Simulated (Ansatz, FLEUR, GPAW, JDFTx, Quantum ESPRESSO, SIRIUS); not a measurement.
HfN: bulk modulus by level of theory

```
Hf N
1.0
     0.00000    2.25600    2.25600
     2.25600    0.00000    2.25600
     2.25600    2.25600    0.00000
Hf N
1 1
Direct
  0.00000 0.00000 0.00000
  0.50000 0.50000 0.50000
```

| rung | level | program and potentials | cutoff (eV) | k mesh | smearing | bulk modulus (GPa) | notes |
| --- | --- | --- | --- | --- | --- | --- | --- |
| GGA | AM05 | SIRIUS, all-electron FP-LAPW, apw+lo standard | - | 10 × 10 × 10 | fermi-dirac 0.05 | 284.0 | - |
| GGA | PBE | Ansatz, Ansatz PAW (earlier soft set) | 420 | 10 × 10 × 10 | fermi-dirac 0.05 | 262.6 | - |
| GGA | PBE | FLEUR, all-electron, FLAPW | - | 10 × 10 × 10 | fermi-dirac 0.05 | 263.3 | - |
| GGA | PBE | GPAW, PAW data sets generated for this functional | 800 | 8 × 8 × 8 | fermi-dirac 0.05 | 268.7 | - |
| GGA | PBE | JDFTx, PseudoDojo-SR-PBE-0.5-standard | 1143 | 10 × 10 × 10 | fermi-dirac 0.05 | 265.8 | - |
| GGA + dispersion | PBEsol+D3(BJ) | GPAW, PAW data sets generated for this functional | 800 | 8 × 8 × 8 | fermi-dirac 0.05 | 303.8 | - |
| GGA + dispersion | revPBE+D4 | GPAW, the program's PAW data sets (release 1.2.1) made for this functional | 800 | 8 × 8 × 8 | fermi-dirac 0.05 | 272.7 | - |
| non-local van der Waals functional | rev-vdW-DF2 | Quantum ESPRESSO, PseudoDojo 0.4.1 SR PBE standard | 1143 | 10 × 10 × 10 | fermi-dirac 0.05 | 275.1 | potentials made for PBE |

Task: equation of state. All rows: no spin polarisation. Smearing widths are in eV. The cell comes from a database and isn't always the measured one. For a metal such meshes aren't converged. Meshes differ between rows, which moves values too. Meshes are those of the run's cell of 2 atoms unless a note names another. Runs on faulty files, with rough fits or with known faults for this quantity aren't shown. No row holds spin-orbit coupling.

By rung: GGA 262.6 to 284.0; GGA + dispersion 272.7 to 303.8; non-local van der Waals functional 275.1 (GPa).

Every level describes HfN as a stiff solid, as expected for a rocksalt transition-metal nitride. Compression works against strong, polar covalent Hf 5d–N 2p bonds and the short-range repulsion between closely packed ions. Relative to a filled set of bonding p–d states, HfN has one extra valence electron per formula unit. It enters mainly metal d states, so the compound combines metallic conduction with low compressibility.

The four PBE values span 262.6 to 268.7 GPa, while AM05 gives 284.0 GPa and PBEsol+D3(BJ) 303.8 GPa. The rung itself doesn't order the results: AM05 lies above both revPBE+D4 and rev-vdW-DF2. The stiffer results probably reflect smaller equilibrium volumes, whether from the exchange-correlation functional itself or from added dispersion attraction. Without PBEsol and revPBE rows lacking the correction, the dispersion contribution can't be isolated, and the highest value is no evidence that van der Waals forces matter to the bonding in HfN. Nor does resistance to uniform compression establish hardness, which also depends on shear and plastic deformation.
